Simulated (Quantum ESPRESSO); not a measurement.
The system is Cl.

```
CELL_PARAMETERS angstrom
3.14500 -2.25000 0.00000
3.14500 2.25000 0.00000
0.00000 0.00000 8.21000
ATOMIC_POSITIONS crystal
Cl 0.37000 0.63000 0.40000
Cl 0.13000 0.87000 0.90000
Cl 0.63000 0.37000 0.60000
Cl 0.87000 0.13000 0.10000
```

| Quantity | Value |
| --- | --- |
| Program | Quantum ESPRESSO 7.5 |
| Task | single point |
| Functional | PBE |
| Potentials or basis | SSSP 1.3 efficiency PBE |
| Cutoff | 748 eV |
| Density cutoff | 5987 eV |
| k mesh | 7 × 7 × 4 |
| Occupations | fermi-dirac, width 0.05 eV |
| Spin | no spin polarisation |

On this cell: pressure 0.6 GPa; largest force 0.097 eV/Å; band gap on the k mesh 2.51 eV, indirect (least direct gap 2.57 eV).

The same run follows on a disturbed copy (atoms moved at random, drawn with an rms of 0.05 Å):

```
Cl
1.0
     3.14500   -2.25000    0.00000
     3.14500    2.25000    0.00000
     0.00000    0.00000    8.21000
Cl
4
Direct
  0.38678 0.62888 0.40016
  0.12135 0.88168 0.90159
  0.62675 0.36759 0.60135
  0.86819 0.13529 0.09859
```

Task: What does the disturbed cell give?

Result: The energy moves by +3.3 meV/atom; pressure 1.5 GPa; largest force 0.725 eV/Å; band gap on the k mesh 2.64 eV, indirect (least direct gap 2.68 eV).

Forces in eV/Å, atoms in the order of the input:
```
Cl  -0.026  0.114 -0.272
Cl  -0.007 -0.340 -0.637
Cl   0.026 -0.117  0.270
Cl   0.007  0.342  0.639
```

Stress tensor (GPa, compression positive):
```
1.19 0.01 0.02
0.01 1.33 0.56
0.02 0.56 2.10
```

Caveats: an odd mesh through Γ misses points on the zone boundary, where band edges often lie.
